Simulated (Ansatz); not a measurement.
LaAlO3:
```
LaAlO3
1.0
    3.77605     0.00000     0.00000
    0.00000     3.77605     0.00000
    0.00000     0.00000     3.77605
Al La O
1 1 3
Direct
  0.50000   0.50000   0.50000
  0.00000   0.00000   0.00000
  0.50000   0.50000   0.00000
  0.50000   0.00000   0.50000
  0.00000   0.50000   0.50000
```

Relaxed with HSE06.

### Question
Give the Bader charges and basin volumes of the independent atoms, DFT-HSE06 in the program Ansatz with PAW potentials.

### Answer


```csv
atom,Bader charge (e),Bader volume (Å³)
Al1,+2.59,3.0
La2,+2.21,16.3
O3,-1.60,11.5
```

Space group Pm-3m (cubic perovskite). This is a known high-temperature phase of the composition, computed here at zero pressure and temperature. The HSE06 relaxation kept the symmetry of its start; its stability against distortions is not shown here. Scalar-relativistic: spin–orbit coupling is off unless named, which matters more the heavier the elements.

Potentials: the later of the program's two PAW sets.
